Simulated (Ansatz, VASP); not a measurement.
Two plane-wave programs on BeS

```
Be S
1.0
     0.00000    2.43801    2.43801
     2.43801    0.00000    2.43801
     2.43801    2.43801    0.00000
Be S
1 1
Direct
  0.25000 0.25000 0.25000
  0.50000 0.50000 0.50000
```

Alike in both runs: functional PBE; k mesh 8 × 8 × 8; occupations gaussian, width 0.02 eV; no spin polarisation.

Ansatz relaxed the structure, and its values are those at the end. VASP's run is a single point on that final structure, the one shown.

|  | VASP | Ansatz |
| --- | --- | --- |
| version | VASP 6.6.1 | Ansatz 0.2.0 |
| potentials or method | VASP PAW PBE potentials, release 64 (Be, S) | scalar-relativistic, plane waves, PAW |
| plane-wave cutoff (eV) | 520 | 420 |
| valence electrons in the cell | 8 | 8 |

Ansatz gave:

| Quantity | Value |
| --- | --- |
| gap on the k mesh at the Fermi level (eV) | 3.15 |
| least direct gap on the mesh (eV) | 5.66 |
| pressure (GPa) | 0.0 |

Estimate VASP's values.

gap on the k mesh at the Fermi level (eV): 3.15; least direct gap on the mesh (eV): 5.68; pressure (GPa): 0.0.

The functional is the same, so the differences come from potentials, cutoffs and numerics.

A k mesh can miss the band edges. As with any semilocal functional, this PBE gap is likely too small.
